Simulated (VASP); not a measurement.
# Li2O (Fm-3m) in VASP: single point with PBE

Aim: the single point of Li2O with PBE.

All numbers are computed with VASP 6.6.1; they aren't measurements. Logs are shortened: lines on timing, memory, paths and dates and some standing lists are left out, and cuts for length are marked.

### Step 1. The structure

The structure is cubic, space group Fm-3m (No. 225). Conventional cell: a = 4.626 Å, b = 4.626 Å, c = 4.626 Å, α = 90.00°, β = 90.00°, γ = 90.00°. Li (site symmetry -43m) has 4 O at 2.00 Å as nearest neighbours. O (site symmetry m-3m) has 8 Li at 2.00 Å as nearest neighbours.

### Step 2. Single point, PBE

Input file INCAR:

```
ALGO = Normal
EDIFF = 1E-6
ENCUT = 520
GGA = PE
ISIF = 2
ISMEAR = 0
LASPH = T
LCHARG = T
LELF = T
LREAL = F
LVHAR = T
LWAVE = F
NBANDS = 13
NELM = 80
PREC = Accurate
SIGMA = 0.02
```

Input file KPOINTS:

```
k-points
0
Gamma
  8 8 8
```

Input file POSCAR:

```
Li2O
1.0
    0.0000000000      2.3130253888      2.3130253888
    2.3130253888      0.0000000000      2.3130253888
    2.3130253888      2.3130253888      0.0000000000
Li O
2 1
Direct
    0.2500000000      0.2500000000      0.2500000000
    0.7500000000      0.7500000000      0.7500000000
    0.0000000000      0.0000000000      0.0000000000
```

Potentials or basis: VASP PAW PBE potentials, release 64 (Li_sv, O).

Run with:

```
> cat potpaw_PBE.64/Li_sv/POTCAR potpaw_PBE.64/O/POTCAR > POTCAR
> mpirun -np 1 vasp_std > vasp.out
```

OUTCAR:

```text
EDIFF = 1E-6
   ENCUT = 520
   GGA = PE
   ISIF = 2
   ISMEAR = 0
   LASPH = T
   LREAL = F
   NELM = 80
   PREC = Accurate

 ion  position               nearest neighbor table
   1  0.250  0.250  0.250-   3 2.00   3 2.00   3 2.00   3 2.00   2 2.31   2 2.31   2 2.31   2 2.31
                             2 2.31   2 2.31
   2  0.750  0.750  0.750-   3 2.00   3 2.00   3 2.00   3 2.00   1 2.31   1 2.31   1 2.31   1 2.31
                             1 2.31   1 2.31
   3  0.000  0.000  0.000-   2 2.00   2 2.00   2 2.00   1 2.00   2 2.00   1 2.00   1 2.00   1 2.00

  LATTYP: Found a face centered cubic cell.
 ALAT       =     4.6260507776

  Lattice vectors:

 A1 = (   0.0000000000,   2.3130253888,   2.3130253888)
 A2 = (   2.3130253888,   0.0000000000,   2.3130253888)
 A3 = (   2.3130253888,   2.3130253888,   0.0000000000)

Analysis of symmetry for initial positions (statically):
=====================================================================
 Subroutine PRICEL returns:
 Original cell was already a primitive cell.

 Routine SETGRP: Setting up the symmetry group for a
 face centered cubic supercell.

 Subroutine GETGRP returns: Found 48 space group operations
 (whereof 48 operations were pure point group operations)
 out of a pool of 48 trial point group operations.

The static configuration has the point symmetry O_h .

Analysis of symmetry for dynamics (positions and initial velocities):
=====================================================================
 Subroutine PRICEL returns:
 Original cell was already a primitive cell.

 Routine SETGRP: Setting up the symmetry group for a
 face centered cubic supercell.

 Subroutine GETGRP returns: Found 48 space group operations
 (whereof 48 operations were pure point group operations)
 out of a pool of 48 trial point group operations.

The dynamic configuration has the point symmetry O_h .

 Subroutine INISYM returns: Found 48 space group operations
 (whereof 48 operations are pure point group operations),
 and found     1 'primitive' translations

----------------------------------------------------------------------------------------

                                     Primitive cell

  volume of cell :      24.7498

  direct lattice vectors                    reciprocal lattice vectors
     0.000000000  2.313025389  2.313025389    -0.216167104  0.216167104  0.216167104
     2.313025389  0.000000000  2.313025389     0.216167104 -0.216167104  0.216167104
     2.313025389  2.313025389  0.000000000     0.216167104  0.216167104 -0.216167104

  length of vectors
     3.271111875  3.271111875  3.271111875     0.374412407  0.374412407  0.374412407

  position of ions in fractional coordinates (direct lattice)
     0.250000000  0.250000000  0.250000000
     0.750000000  0.750000000  0.750000000
     0.000000000  0.000000000  0.000000000

  ion indices of the primitive-cell ions
   primitive index   ion index
                 1           1
                 2           2
                 3           3

----------------------------------------------------------------------------------------

 KPOINTS: k-points

Automatic generation of k-mesh.
 Grid dimensions read from file:
 generate k-points for:    8    8    8

 Generating k-lattice:

  Cartesian coordinates                     Fractional coordinates (reciprocal lattice)
    -0.027020888  0.027020888  0.027020888     0.125000000  0.000000000  0.000000000
     0.027020888 -0.027020888  0.027020888     0.000000000  0.125000000  0.000000000
     0.027020888  0.027020888 -0.027020888     0.000000000  0.000000000  0.125000000

  Length of vectors
     0.046801551  0.046801551  0.046801551

  Shift w.r.t. Gamma in fractional coordinates (k-lattice)
     0.000000000  0.000000000  0.000000000

 Subroutine IBZKPT returns following result:
 ===========================================

 Found     29 irreducible k-points:

 Following reciprocal coordinates:
            Coordinates               Weight
  0.000000  0.000000  0.000000      1.000000
  0.125000  0.000000  0.000000      8.000000
  0.250000  0.000000  0.000000      8.000000
  0.375000  0.000000  0.000000      8.000000
  0.500000  0.000000  0.000000      4.000000
  0.125000  0.125000  0.000000      6.000000
[... 16 lines left out ...]
  0.500000  0.250000  0.125000     48.000000
 -0.375000  0.250000  0.125000     24.000000
 [... further k-points ...]
   k-points           NKPTS =     29   k-points in BZ     NKDIM =     29   number of bands    NBANDS=     13
   number of dos      NEDOS =    301   number of ions     NIONS =      3
   total plane-waves  NPLWV =  13824
   dimension x,y,z NGX =    24 NGY =   24 NGZ =   24
   dimension x,y,z NGXF=    48 NGYF=   48 NGZF=   48
   ions per type =               2   1
   NGX,Y,Z   is equivalent  to a cutoff of  12.20, 12.20, 12.20 a.u.
   NGXF,Y,Z  is equivalent  to a cutoff of  24.39, 24.39, 24.39 a.u.
 SYSTEM =  unknown system
   PREC   = accura    normal or accurate (medium, high low for compatibility)
   ISTART =      0    job   : 0-new  1-cont  2-samecut
   ICHARG =      2    charge: 1-file 2-atom 10-const
   ISPIN  =      1    spin polarized calculation?
   LNONCOLLINEAR =      F non collinear calculations
   LSORBIT =      F    spin-orbit coupling
   LASPH  =      T    aspherical Exc in radial PAW
   ENCUT  =  520.0 eV  38.22 Ry    6.18 a.u.   6.08  6.08  6.08*2*pi/ulx,y,z
   NELM   =     80;   NELMIN=  2; NELMDL= -5     # of ELM steps
   EDIFF  = 0.1E-05   stopping-criterion for ELM
   LREAL  =      F    real-space projection
   EDIFFG = 0.1E-04   stopping-criterion for IOM
   NSW    =      0    number of steps for IOM
   IBRION =     -1    ionic relax: 0-MD 1-quasi-New 2-CG
   NFREE  =      0    steps in history (QN), initial steepest desc. (CG)
   ISIF   =      2    stress and relaxation
   ISYM   =      2    0-nonsym 1-usesym 2-fastsym
   POTIM  = 0.5000    time-step for ionic-motion
   TEBEG  =    0.0;   TEEND  =   0.0 temperature during run
   PSTRESS=    0.0 pullay stress
   NELECT =      12.0000    total number of electrons
   NUPDOWN=      -1.0000    fix difference up-down
   EMIN   =  10.00;   EMAX   =-10.00  energy-range for DOS
   EFERMI =   0.00;   METHOD = LEGACY
   ISMEAR =     0;   SIGMA  =   0.02  broadening in eV -4-tet -1-fermi 0-gaus
   EFERMI_NEDOS =   21; number of points for ismear=-14 and -15
   IALGO  =     38    algorithm
   IMIX   =      4    mixing-type and parameters
     AMIX     =   0.40;   BMIX     =  1.00
     AMIX_MAG =   1.60;   BMIX_MAG =  1.00
  volume/ion in A,a.u.               =       8.25        55.67
  Fermi-wavevector in a.u.,A,eV,Ry     =   1.286110  2.430396 22.505117  1.654079
  Thomas-Fermi vector in A             =   2.418204
   LORBIT       =      0    0 simple, 1 ext, 2 COOP (PROOUT), +10 PAW based schemes
   GGA     = PE    functional components
   LHFCALC =     F    Hartree Fock is set to
   AEXX    =    0.0000 exact exchange contribution
   IVDW    =     0    specifies the selected vdW correction
   LEPSILON=     F    determine dielectric tensor
   LRPA    =     F    only Hartree local field effects (RPA)
 non-spin polarized calculation
 Gauss-broadening in eV      SIGMA  =   0.02
  energy-cutoff  :      520.00
  volume of cell :       24.75
 maximum number of plane-waves:       684
   NGX = 13   NGY = 13   NGZ = 13

 number of electron      11.9999975 magnetization

 Free energy of the ion-electron system (eV)
  ---------------------------------------------------
  ext. energy  EPLUGINS =         0.00000000
  ---------------------------------------------------
  free energy    TOTEN  =       -14.34725179 eV

  energy without entropy =      -14.34725179  energy(sigma->0) =      -14.34725179

 E-fermi :   1.4532     XC(G=0):  -9.7341

 val. band max:        1.3189492668   @ k =   0.0000   0.0000   0.0000
 cond. band min:       6.2828969920   @ k =   0.5000   0.5000   0.0000
 fundamental gap:      4.9639477252
 Fermi energy:         1.4532294080

 k-point     1 :       0.0000    0.0000    0.0000
  band No.  band energies     occupation
      1     -41.6844      2.00000
      2     -41.3583      2.00000
      3     -14.1223      2.00000
      4       1.3189      2.00000
      5       1.3189      2.00000
      6       1.3189      2.00000
      7       6.5640      0.00000
      8      13.2266      0.00000
      9      13.2266      0.00000
     10      13.2266      0.00000
     11      20.2685      0.00000
     12      20.2685      0.00000
     13      20.2685      0.00000

 k-point     2 :       0.1250    0.0000    0.0000
  band No.  band energies     occupation
      1     -41.6700      2.00000
      2     -41.3691      2.00000
      3     -14.0926      2.00000
      4       0.8103      2.00000
      5       1.2474      2.00000
      6       1.2474      2.00000
      7       6.9821      0.00000
      8      13.2427      0.00000
      9      13.4407      0.00000
     10      13.4407      0.00000
     11      18.9251      0.00000
     12      18.9251      0.00000
     13      20.7784      0.00000

 k-point     3 :       0.2500    0.0000    0.0000
  band No.  band energies     occupation
      1     -41.6300      2.00000
      2     -41.4002      2.00000
      3     -14.0163      2.00000
      4      -0.2261      2.00000
      5       1.0847      2.00000
      6       1.0847      2.00000
      7       7.9788      0.00000
      8      13.0130      0.00000
      9      13.6980      0.00000
     10      13.6980      0.00000
     11      18.0723      0.00000
     12      18.0723      0.00000
     13      22.0459      0.00000
[... 305 lines left out ...]
 k-point    23 :       0.5000    0.2500    0.1250
  band No.  band energies     occupation
      1     -41.5577      2.00000
      2     -41.4582      2.00000
      3     -13.8978      2.00000
      4      -0.8833      2.00000
      5       0.2956      2.00000
      6       0.6803      2.00000
      7       8.7686      0.00000
      8      12.0098      0.00000
      9      14.3618      0.00000
     10      14.8186      0.00000
     11      17.0549      0.00000
     12      20.5609      0.00000
     13      23.7238      0.00000

 k-point    24 :      -0.3750    0.2500    0.1250
  band No.  band energies     occupation
      1     -41.5067      2.00000
      2     -41.5062      2.00000
      3     -13.8699      2.00000
      4      -1.1261      2.00000
      5       0.3201      2.00000
      6       0.5164      2.00000
      7       9.2501      0.00000
      8      11.5359      0.00000
      9      14.3433      0.00000
     10      14.6935      0.00000
     11      18.8053      0.00000
     12      19.1705      0.00000
     13      24.2526      0.00000

 [... further k-points ...]

------------------------ aborting loop because EDIFF is reached ----------------------------------------

  FORCE on cell =-STRESS in cart. coord.  units (eV):
  Direction    XX          YY          ZZ          XY          YZ          ZX
  --------------------------------------------------------------------------------------
  -------------------------------------------------------------------------------------
  Total       -0.0008789     -0.0008789     -0.0008789      0.0000000      0.0000000      0.0000000
  in kB       -0.0568954     -0.0568954     -0.0568954      0.0000000      0.0000000      0.0000000
  external PRESSURE =      -0.0568954 kB  Pullay stress =       0.0000000 kB

 VOLUME and BASIS-vectors are now :
 -----------------------------------------------------------------------------
  energy-cutoff  :      520.00
  volume of cell :       24.75
      direct lattice vectors                 reciprocal lattice vectors
     0.000000000  2.313025389  2.313025389    -0.216167104  0.216167104  0.216167104
     2.313025389  0.000000000  2.313025389     0.216167104 -0.216167104  0.216167104
     2.313025389  2.313025389  0.000000000     0.216167104  0.216167104 -0.216167104

 POSITION                                       TOTAL-FORCE (eV/Angst)
 -----------------------------------------------------------------------------------
      1.15651      1.15651      1.15651         0.000000      0.000000      0.000000
      3.46954      3.46954      3.46954        -0.000000     -0.000000     -0.000000
      0.00000      0.00000      0.00000        -0.000000      0.000000     -0.000000
 -----------------------------------------------------------------------------------
    total drift:                               -0.000000      0.000000      0.000000

  FREE ENERGIE OF THE ION-ELECTRON SYSTEM (eV)
  ---------------------------------------------------
  free  energy   TOTEN  =       -14.3472517916 eV

  energy  without entropy=      -14.3472517916  energy(sigma->0) =      -14.34725179
```

Run time: 7 s. Hardware: 1 thread of Intel Xeon Platinum 8488C (Sapphire Rapids), shared host; peak memory 0.13 GiB.

What came out:

| Quantity | Value |
| --- | --- |
| Free energy | -14.3473 eV |
| Band gap on the k mesh | 4.96 eV, indirect (least direct gap 5.25 eV) |

Levels at points of the mesh, in eV from the valence-band top:
```csv
k point,band 2,band 3,band 4,band 5,band 6,band 7,band 8,band 9,band 10,band 11
"(0.00, 0.00, 0.00)",-42.68,-15.44,0.00,0.00,0.00,5.25,11.91,11.91,11.91,18.95
"(0.50, 0.00, 0.00)",-42.83,-15.22,-2.76,-0.44,-0.44,9.18,9.78,12.03,12.03,17.79
"(0.50, 0.50, 0.00)",-42.77,-15.17,-1.59,-1.38,-1.38,4.96,13.50,13.50,14.67,15.72
```

Caveat: the cutoff is under 1.25 times the usual one of these potentials, so pressure, stress and relaxed cells hold a basis-set (Pulay) error. A k mesh can miss the band edges.
